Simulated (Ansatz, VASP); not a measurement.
Two plane-wave programs on Pt

INCAR

```
ALGO     = Normal         # electronic algorithm
EDIFF    = 1E-6           # SCF threshold, eV
ENCUT    = 520            # plane-wave cutoff, eV
GGA      = RP             # functional
GGA_COMPAT= F            
ISIF     = 2              # what is computed and relaxed
ISMEAR   = -1             # smearing method
LASPH    = T              # aspherical terms in the spheres
LCHARG   = F              # write CHGCAR
LMAXMIX  = 4              # l up to which the mixer works
LNONCOLLINEAR= T              # non-collinear magnetism
LORBIT   = 11             # projections on sites
LORBMOM  = T            
LREAL    = F              # projectors in reciprocal space
LSORBIT  = T              # spin-orbit coupling
LWAVE    = F              # write WAVECAR
MAGMOM   = 0 0 0          # initial moments
NBANDS   = 21             # bands
NELM     = 150            # most SCF steps
PREC     = Accurate       # precision mode
SIGMA    = 0.02           # smearing width, eV
```

File KPOINTS:

```
k-points
0
Gamma
  9 9 9
```

File POSCAR:

```
Pt
1.0
    0.0000000000      1.9993587835      1.9993587835
    1.9993587835      0.0000000000      1.9993587835
    1.9993587835      1.9993587835      0.0000000000
Pt
1
Direct
    0.0000000000      0.0000000000      0.0000000000
```

Contents of input.yaml:

```yaml
crystal:
  lattice:
    - [0.0, 1.9993587835, 1.9993587835]
    - [1.9993587835, 0.0, 1.9993587835]
    - [1.9993587835, 1.9993587835, 0.0]
  atoms:
    - { symbol: Pt, position: [0.0, 0.0, 0.0] }
hamiltonian:
  xc: rpbe
  pseudopotentials: { kind: paw_fr }
magnetization:
  noncollinear: true
  spin_orbit: true
kpoints:
  mp_grid: { grid: [9, 9, 9] }
scf:
  occupations: { method: fermi_dirac, width: 0.02 }
output:
  forces: true
  stress: true
  eigenvalues: true
  write_density: true
  write_potential: true
  elf: true
  volumetric_format: npy
```

Alike in both runs: task single point; functional RPBE; k mesh 9 × 9 × 9; occupations fermi-dirac, width 0.02 eV; non-collinear spin, spin-orbit coupling.

```csv
,VASP,Ansatz
version,VASP 6.6.1,Ansatz 0.2.0
potentials or method,"VASP PAW PBE potentials, release 64 (Pt)",Ansatz PAW
plane-wave cutoff (eV),520,420
valence electrons in the cell,10,18
```

Ansatz gave:

- gap on the k mesh at the Fermi level (eV): none
- pressure (GPa): -1.2
- net moment per atom (μB): 0.00

Task: What did VASP give for the same quantities?

Result: gap on the k mesh at the Fermi level (eV): none; pressure (GPa): -1.3; net moment per atom (μB): 0.00.

A gap of «none» marks a metal or a gap that the smearing closes. The two sets of potentials don't hold the same shells in valence.

Caveats: the PAW data sets were made with another functional, which shifts forces and pressure a little (VASP); the PAW data sets come from PBE, with cores solved anew for the run's functional, which leaves a small shift of forces and pressure (Ansatz).
